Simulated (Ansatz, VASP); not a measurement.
## Two plane-wave programs on Cu

File INCAR:

```
SYSTEM = Cu
  PREC = Accurate
  ENCUT = 520
  EDIFF = 1E-7
  ISMEAR = -1
  SIGMA = 0.08
  LREAL = .False.
  LASPH = .True.
  NELM = 100
  ALGO = Normal
  ISIF = 2
  LWAVE = .False.
  LCHARG = .False.
  GGA = CA
  NBANDS = 18
```

KPOINTS

```
regular mesh
0
Gamma
  15 15 15
  0 0 0
```

Contents of POSCAR:

```
Cu
1.0
    0.0000000000      1.8967953734      1.8967953734
    1.8967953734      0.0000000000      1.8967953734
    1.8967953734      1.8967953734      0.0000000000
Cu
2
Direct
   -0.1250000000     -0.1250000000     -0.1250000000
    0.1250000000      0.1250000000      0.1250000000
```

Input for Ansatz:

```yaml
crystal:
  lattice:
    - [0.0, 1.8967953734, 1.8967953734]
    - [1.8967953734, 0.0, 1.8967953734]
    - [1.8967953734, 1.8967953734, 0.0]
  atoms:
    - { symbol: Cu, position: [-0.125, -0.125, -0.125] }
    - { symbol: Cu, position: [0.125, 0.125, 0.125] }
kpoints:
  mp_grid: { grid: [15, 15, 15] }
  band_path:
    path:
      - [0.0, 0.0, 0.0]
      - [0.5, 0.0, 0.5]
      - [0.625, 0.25, 0.625]
      - [0.375, 0.375, 0.75]
      - [0.0, 0.0, 0.0]
      - [0.5, 0.5, 0.5]
      - [0.5, 0.25, 0.75]
      - [0.5, 0.0, 0.5]
    npoints: 8
scf:
  occupations: { method: fermi_dirac, width: 0.08 }
hamiltonian:
  xc: lda
  pseudopotentials: { kind: paw }
output:
  forces: true
  stress: true
  eigenvalues: true
  populations: true
  dos: { projected: true, de: 0.2, e_range: [-14, 8] }
```

Change from the starting cell: volume scaled by 0.4, PAW files.

Alike in both runs: task single point; functional LDA; k mesh 15 × 15 × 15; occupations fermi-dirac, width 0.08 eV; no spin polarisation.

|  | VASP | Ansatz |
| --- | --- | --- |
| version | VASP 6.6.1 | Ansatz 0.2.0 |
| potentials or method | VASP PAW LDA potentials, release 64 (Cu) | PAW with Ansatz's default frozen-core files, scalar-relativistic |
| plane-wave cutoff (eV) | 520 | 420 |
| valence electrons in the cell | 22 | 38 |

|  | VASP | Ansatz | Ansatz less VASP |
| --- | --- | --- | --- |
| pressure (GPa) | 575.9 | 588.4 | +12.53 |

The two sets of potentials don't hold the same shells in valence.

Caveats: the cell as given lies far from equilibrium; so large a pressure means that the cell lies far from this level's equilibrium, or that cutoff or potentials fall short (VASP).
